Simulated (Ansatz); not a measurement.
Crystal: Si.

```
CELL_PARAMETERS angstrom
3.83132 0.00000 0.00000
-1.91566 3.31802 0.00000
0.00000 0.00000 6.33262
ATOMIC_POSITIONS crystal
Si 0.66667 0.33333 0.93699
Si 0.33333 0.66667 0.43699
Si 0.66667 0.33333 0.56301
Si 0.33333 0.66667 0.06301
```

This isn't the form of Si at room conditions, which is diamond.

| Item | Value |
| --- | --- |
| Program | Ansatz 0.2.0 |
| Task | single point |
| Functional | PBE |
| Potentials or basis | Ansatz PAW |
| Cutoff | 420 eV (not typed: the program's choice for these potentials) |
| k mesh | 8 × 8 × 4 |
| Occupations | fermi-dirac, width 0.05 eV |
| Spin | no spin polarisation |

On this cell: pressure 1.4 GPa; largest force 0.007 eV/Å; band gap on the k mesh 0.42 eV, indirect (least direct gap 1.03 eV).

The same run follows on a disturbed copy (atoms moved at random, drawn with an rms of 0.05 Å):

```
Si
1.0
     3.83132    0.00000    0.00000
    -1.91566    3.31802    0.00000
     0.00000    0.00000    6.33262
Si
4
Direct
  0.66241 0.33371 0.94032
  0.33469 0.65868 0.43431
  0.67437 0.34542 0.56219
  0.31425 0.64739 0.05883
```

Task: What does the disturbed cell give?

Result: The energy moves by +17.3 meV/atom; pressure 1.6 GPa; largest force 0.988 eV/Å; band gap on the k mesh 0.06 eV, indirect (least direct gap 0.78 eV).

Forces on the atoms (eV/Å):
```
Si  -0.281 -0.778 -0.540
Si  -0.233  0.727  0.007
Si   0.189 -0.768  0.128
Si   0.326  0.819  0.405
```

Stress tensor (GPa, compression positive):
```
 4.30  0.12  0.52
 0.12 -0.07  0.02
 0.52  0.02  0.71
```

A k mesh can miss the band edges.
